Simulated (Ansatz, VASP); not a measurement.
AlN: VASP beside Ansatz

File INCAR:

```
PREC = Accurate ; ENCUT = 520
EDIFF = 1E-6 ; ISMEAR = 0
SIGMA = 0.05 ; LREAL = False
LASPH = True ; NELM = 80
ALGO = Normal ; ISIF = 2
LWAVE = False ; LCHARG = True
GGA = PE ; LELF = True
LVHAR = True ; NBANDS = 16
```

Contents of KPOINTS:

```
Automatic mesh
0
Gamma
  6 6 6
```

The input POSCAR:

```
AlN
1.0
    0.0000000000     -2.2015682416     -2.2015682416
   -2.2015682416      0.0000000000     -2.2015682416
    2.2015682416      2.2015682416     -4.4031364832
Al N
2 2
Direct
   -0.0058265870      0.0163251869     -0.0017685100
    0.5022895669      0.4801377930      0.4982314900
    0.3747704210      0.3946195272      0.8784066625
    0.8820429040      0.8621937979      0.3784066625
```

Input for Ansatz:

```yaml
crystal:
  lattice:
    - [0.0, -2.2015682416, -2.2015682416]
    - [-2.2015682416, 0.0, -2.2015682416]
    - [2.2015682416, 2.2015682416, -4.4031364832]
  atoms:
    - { symbol: Al, position: [-0.005826587, 0.0163251869, -0.00176851] }
    - { symbol: Al, position: [0.5022895669, 0.480137793, 0.49823149] }
    - { symbol: "N", position: [0.374770421, 0.3946195272, 0.8784066625] }
    - { symbol: "N", position: [0.882042904, 0.8621937979, 0.3784066625] }
basis:
  ecutwfc: 520.0
kpoints:
  mp_grid: { grid: [6, 6, 6] }
hamiltonian:
  xc: pbe
scf:
  occupations: { method: gaussian, width: 0.05 }
output:
  forces: true
  stress: true
  eigenvalues: true
```

Change from the starting cell: mode 4 frozen in at -0.051 Å and mode 10 at -0.030 Å (largest displacements).

Alike in both runs: task single point; functional PBE; k mesh 6 × 6 × 6; occupations gaussian, width 0.05 eV; no spin polarisation.

```csv
,VASP,Ansatz
version,VASP 6.6.1,Ansatz 0.2.0
potentials or method,"VASP PAW PBE potentials, release 64 (Al, N)","scalar-relativistic, plane waves, PAW"
plane-wave cutoff (eV),520,520
valence electrons in the cell,16,16
```

VASP gave:

* gap on the k mesh at the Fermi level (eV): 3.18
* least direct gap on the mesh (eV): 3.67
* pressure (GPa): -0.1
* largest component of the traceless stress (GPa): 2.72
* rms of the force components (eV/Å): 0.384

What did Ansatz give for the same quantities?

gap on the k mesh at the Fermi level (eV): 3.18; least direct gap on the mesh (eV): 3.67; pressure (GPa): 0.2; largest component of the traceless stress (GPa): 2.71; rms of the force components (eV/Å): 0.383.

Atom by atom the forces differ by 0.001 eV/Å (rms over components).

A k mesh can miss the band edges.
